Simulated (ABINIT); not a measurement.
# SnTe (Fm-3m) in ABINIT: further runs, part 2 of 2

ABINIT 10.8.3 (patched build). Earlier steps stand in the parts before.

## (4) Single point, PBEsol

The input, run.abi:

```
pp_dirpath "./"
pseudos "Te.GGA_PBE-JTH.xml, Sn.GGA_PBE-JTH.xml"

acell 4.455974803 4.455974803 4.455974803 Angstrom
rprim
     0.0000000000     0.7071067812     0.7071067812
     0.7071067812     0.0000000000     0.7071067812
     0.7071067812     0.7071067812     0.0000000000
ntypat 2
znucl 52 50
natom 2
typat 1 2
xred
     0.5000000000     0.5000000000     0.5000000000
     0.0000000000     0.0000000000     0.0000000000

ecut 26.0
pawecutdg 48.0
pawxcdev 0

kptopt 1
ngkpt 7 7 7
nshiftk 1
shiftk 0.0 0.0 0.0

ixc -116133

nband 14
occopt 3
tsmear 0.05 eV

nstep 100
tolvrs 1.0e-9

iomode 3
prtwf 0
prtden 0
prteig 0
prtebands 0
enunit 1
```

Potentials or basis: JTH PAW PBE v2.0.

Launch:

```sh
$ abinit run.abi > log 2>&1
```

run.abo:

```text
.Version 10.8.3 of ABINIT
 Symmetries : space group Fm -3 m (#225); Bravais cF (face-center cubic)
================================================================================
 Values of the parameters that define the memory need of the present run
     intxc =       0    ionmov =       0      iscf =      17    lmnmax =      18
     lnmax =       6     mgfft =      40  mpssoang =       3    mqgrid =    3001
     natom =       2  nloc_mem =       2    nspden =       1   nspinor =       1
    nsppol =       1      nsym =      48    n1xccc =       1    ntypat =       2
    occopt =       3   xclevel =       2
       mpw =        2698          nfft =       64000          nkpt =          20
 PAW method is used; the additional fine FFT grid is defined by:
   mgfftf=        54    nfftf =    157464
================================================================================
================================================================================

--------------------------------------------------------------------------------
------------- Echo of variables that govern the present computation ------------
--------------------------------------------------------------------------------
 -outvars: echo values of preprocessed input variables --------
            acell      8.4205720016E+00  8.4205720016E+00  8.4205720016E+00 Bohr
              amu      1.27600000E+02  1.18710000E+02
             ecut      2.60000000E+01 Hartree
           enunit           1
              ixc     -116133
         kptrlatt        7    0    0      0    7    0      0    0    7
          kptrlen      5.89440040E+01
            natom           2
            nband          14
            ngfft          40      40      40
          ngfftdg          54      54      54
             nkpt          20
            nstep         100
             nsym          48
           ntypat           2
           occopt           3
        pawecutdg      4.80000000E+01 Hartree
         pawxcdev           0
           prtden           0
        prtebands           0
           prteig           0
            prtwf           0
            rprim      0.0000000000E+00  7.0710678120E-01  7.0710678120E-01
                       7.0710678120E-01  0.0000000000E+00  7.0710678120E-01
                       7.0710678120E-01  7.0710678120E-01  0.0000000000E+00
[... 148 lines left out ...]
    2     -0.00000000000000    -0.00000000000000    -0.00000000000000
 frms,max,avg= 0.0000000E+00 0.0000000E+00   0.000E+00  0.000E+00  0.000E+00 e/A
 length scales=  8.420572001616  8.420572001616  8.420572001616 bohr
              =  4.455974803000  4.455974803000  4.455974803000 angstroms
 Fermi (or HOMO) energy (eV) =  -0.88265   Average Vxc (eV)=  -9.65715
 Eigenvalues (   eV  ) for nkpt=  20  k points:
 kpt#   1, nband= 14, wtk=  0.00292, kpt=  0.0000  0.0000  0.0000 (reduced coord)
 -22.70018  -22.70018  -22.69463  -22.69463  -22.69463  -13.75064   -5.64559   -3.05228
  -3.05228   -3.05228    2.49823    2.49823    2.49823    3.85159
 prteigrs : prtvol=0 or 1, do not print more k-points.

--- !EnergyTerms
iteration_state     : {dtset: 1, }
comment             : Components of total free energy in Hartree
kinetic             :  1.41358466451051E+01
hartree             :  2.90609046225040E+01
xc                  : -1.08530033260666E+01
Ewald energy        : -5.23476707185128E+01
psp_core            :  6.43715902776218E+00
local_psp           : -7.87540302179016E+01
PAW spherical_terms :  1.42480543228852E+01
internal            : -7.80727396442245E+01
'-kT*entropy'       : -2.49794275224867E-06
total_energy        : -7.80727421421672E+01
total_energy_eV     : -2.12446754171339E+03
...

--- !EnergyTermsDC
iteration_state     : {dtset: 1, }
comment             : '"Double-counting" decomposition of free energy'
band_energy         : -1.06833138766273E+01
Ewald energy        : -5.23476707185128E+01
psp_core            :  6.43715902776218E+00
xc_dc               : -3.23335013413642E+01
PAW spherical_terms :  1.08545862390294E+01
internal            : -7.80727406697127E+01
'-kT*entropy'       : -2.49794275224867E-06
total_energy_dc     : -7.80727431676554E+01
total_energy_dc_eV  : -2.12446756961835E+03
...

--- !EnergyTermsWithPAWCore
iteration_state     : {dtset: 1, }
comment             : 'Components of total free energy, including PAW core contributions'
Total energy        : -1.29663610404605E+04
Total energy DC     : -1.29663610414860E+04
Total energy (eV)   : -3.52832658476810E+05
Total energy DC (eV): -3.52832658504715E+05
...

 Cartesian components of stress tensor (hartree/bohr^3)
  sigma(1 1)=  2.22641339E-05  sigma(3 2)=  0.00000000E+00
  sigma(2 2)=  2.22641339E-05  sigma(3 1)=  0.00000000E+00
  sigma(3 3)=  2.22641339E-05  sigma(2 1)=  0.00000000E+00

-Cartesian components of stress tensor (GPa)         [Pressure= -6.5503E-01 GPa]
- sigma(1 1)=  6.55033434E-01  sigma(3 2)=  0.00000000E+00
- sigma(2 2)=  6.55033434E-01  sigma(3 1)=  0.00000000E+00
- sigma(3 3)=  6.55033434E-01  sigma(2 1)=  0.00000000E+00

== END DATASET(S) ==============================================================
================================================================================

 -outvars: echo values of variables after computation  --------
            acell      8.4205720016E+00  8.4205720016E+00  8.4205720016E+00 Bohr
           etotal     -7.8072743168E+01
            fcart     -0.0000000000E+00 -0.0000000000E+00 -0.0000000000E+00
                      -0.0000000000E+00 -0.0000000000E+00 -0.0000000000E+00
            rprim      0.0000000000E+00  7.0710678120E-01  7.0710678120E-01
                       7.0710678120E-01  0.0000000000E+00  7.0710678120E-01
                       7.0710678120E-01  7.0710678120E-01  0.0000000000E+00
           strten      2.2264133887E-05  2.2264133887E-05  2.2264133887E-05
                       0.0000000000E+00  0.0000000000E+00  0.0000000000E+00
           xangst      3.1508500001E+00  3.1508500001E+00  3.1508500001E+00
                       0.0000000000E+00  0.0000000000E+00  0.0000000000E+00
             xred      5.0000000000E-01  5.0000000000E-01  5.0000000000E-01
                       0.0000000000E+00  0.0000000000E+00  0.0000000000E+00
 Calculation completed.
```

Wall time 27 s (1 thread of Arm Neoverse V1, shared host); peak memory 0.14 GiB.

What came out:

```yaml
Free_energy: -2124.4676 eV
Pressure: -0.7 GPa
Valence_electrons_inside_the_program's_atomic_spheres: Te 3.11; Sn 11.81
```

Levels at points of the mesh, in eV from the Fermi level:
| k point | band 7 | band 8 | band 9 | band 10 | band 11 | band 12 | band 13 | band 14 |
| --- | --- | --- | --- | --- | --- | --- | --- | --- |
| (0.00, 0.00, 0.00) | -4.76 | -2.17 | -2.17 | -2.17 | 3.38 | 3.38 | 3.38 | 4.73 |

Caveat: this odd mesh misses L, where the gap lies, so gap, dielectric constants and Born charges aren't listed; the PAW data sets were made with another functional, which shifts forces and pressure a little. The run has no spin-orbit coupling, so splittings on Te are missing.

## (5) Summary

| level | pressure (GPa) |
| --- | --- |
| PBE | 1.9 |
| LDA | -1.8 |
| PBEsol | -0.7 |

Alike in all rows: task single point; potentials or basis JTH PAW PBE v2.0; no spin polarisation; cell as given; k mesh 7 × 7 × 7; cutoff (eV) 707; smearing fermi-dirac 0.05 eV.

The pressure there spans -1.8 GPa (LDA) to 1.9 GPa (PBE); a positive pressure means that this level wants a larger cell, a negative one a smaller.

Caveats: the PAW data sets were made with another functional, which shifts forces and pressure a little (some runs).

Absolute energies hang on the potentials; compare differences alone.
